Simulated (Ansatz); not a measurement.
`[F][SnH2][C](F)(F)F` + H₂ → `[F][SnH3]` + trifluoromethane  (hydrogenolysis of the Sn–C bond)

Computed with Ansatz on PBE0-D4/def2-TZVP structures; ΔE is electronic, products minus reactants. CBS: MP2 limit from def2 TZ/QZ plus the TZ coupled-cluster correction, frozen cores. This one scheme is used for every species. Functionals use def2-TZVPP. B3LYP here is the variant with VWN-RPA as its local correlation; programs differ in this. HSE06 is defined as in plane-wave codes. def2 core potentials past Kr. For Sn outer-core shells are correlated without core-valence functions, which leaves a few kJ/mol of doubt a bond.

| level | ΔE (kcal/mol) | difference from CCSD(T)/CBS |
| --- | --- | --- |
| BLYP-D4 | -13.0 | 3.5 |
| B97M-V | -18.9 | -2.4 |
| HSE06-D4 | -17.4 | -0.9 |
| BHLYP-D4 | -19.4 | -2.9 |
| PBE-QIDH | -19.5 | -3.0 |
| PBE0 | -18.6 | -2.1 |
| B3LYP | -18.2 | -1.7 |
| BHLYP | -21.4 | -4.9 |
| SCS-MP2/def2-TZVPP | -18.8 | -2.3 |
| HF/CBS(def2) | -26.2 | -9.7 |
| CCSD(T)/CBS | -16.5 | 0 |

Largest T1 diagnostic among the species: 0.014.

At CCSD(T), def2-SVP lies −3.9 kcal/mol from the extrapolated value and def2-TZVPP −1.7 kcal/mol. Leaving LDA and LC-ωPBE aside and taking each functional with its dispersion term where it has one, the values, not all of them listed here, spread over 6.6 kcal/mol, from PBE-QIDH to revPBE-D4. In def2-TZVPP, CCSD(T) changes the Hartree–Fock value by +8.0 kcal/mol (the triples alone add +1.6 kcal/mol) and MP2 by +8.5 kcal/mol.

CCSD(T)/CBS has its own doubt, a few kJ/mol and more with outer-core shells, so smaller differences from it don't rank the levels.
